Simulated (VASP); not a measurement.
A run of VASP 6.6.1 is set up as follows.

The input INCAR:

```
  ALGO = Normal
  EDIFF = 1E-6
  ENCUT = 520
  GGA = PE
  ISIF = 2
  ISMEAR = 0
  LASPH = True
  LCHARG = False
  LREAL = False
  LWAVE = False
  NBANDS = 12
  NELM = 100
  PREC = Accurate
  SIGMA = 0.1
```

File KPOINTS:

```
k-points
0
Gamma
  6 6 6
```

The input POSCAR:

```
Be
1.0
    1.3372791508     -3.7534514541      0.0000000000
    1.3372791508      3.7534514541      0.0000000000
    0.0000000000      0.0000000000      4.0111108079
Be
4
Direct
    0.8645075031      0.1373034621      0.0000000000
    0.1373034621      0.8645075031      0.5000000000
    0.1354924969      0.8626965379      0.0000000000
    0.8626965379      0.1354924969      0.5000000000
```

Potentials or basis: VASP PAW PBE potentials, release 64 (Be).

Run with:

```sh
$ cat potpaw_PBE.64/Be/POTCAR > POTCAR
$ mpirun -np 1 vasp_std > vasp.out
```

Predict the pressure.

0.1 GPa.

What does it give for the band gap on the k mesh?

None (metal or under the smearing width).

Stress tensor (GPa, compression positive):
```
-0.01  0.00  0.00
 0.00  0.42  0.00
 0.00  0.00 -0.12
```

Caveat: the k mesh is coarse (spacing up to 0.42 Å⁻¹), so the values aren't converged.
